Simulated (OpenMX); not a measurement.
Au:

```
Au
1.0
     2.90000    0.00000    0.00000
    -1.45000    2.51147    0.00000
     0.00000    0.00000    4.88000
Au
2
Cartesian
  1.4500 0.8372 1.2200
  0.0000 1.6743 3.6600
```

This isn't the form of Au at room conditions, which is fcc.

Base run:

* Program: OpenMX 3.8.5
* Functional: PBE
* Dispersion: D3
* Potentials or basis: OpenMX 2013 PBE set, Au7.0-s3p2d2f1, grid cutoff 400 Ry
* k mesh: 9 × 9 × 5
* Occupations: fermi-dirac, width 0.05 eV
* Spin: no spin polarisation

Its results: band gap on the k mesh none (metal or under the smearing width); pressure -2.9 GPa; largest force 0.008 eV/Å.

Task: After a change of settings the same cell gave: band gap on the k mesh none (metal or under the smearing width); pressure 2.9 GPa; largest force 0.008 eV/Å. Which change was it?
A. dispersion from D3 to none
B. dispersion from D3 to D4
C. dispersion from D3 to D3(BJ)

Result: A.

Dispersion adds attraction, which lowers the pressure at fixed volume and, as a term added to the energy, leaves the levels alone.

Caveats: the basis of atomic orbitals isn't converged, which shifts pressures, moduli and gaps; pairwise dispersion overbinds metals, which lowers pressure and volume (some runs).
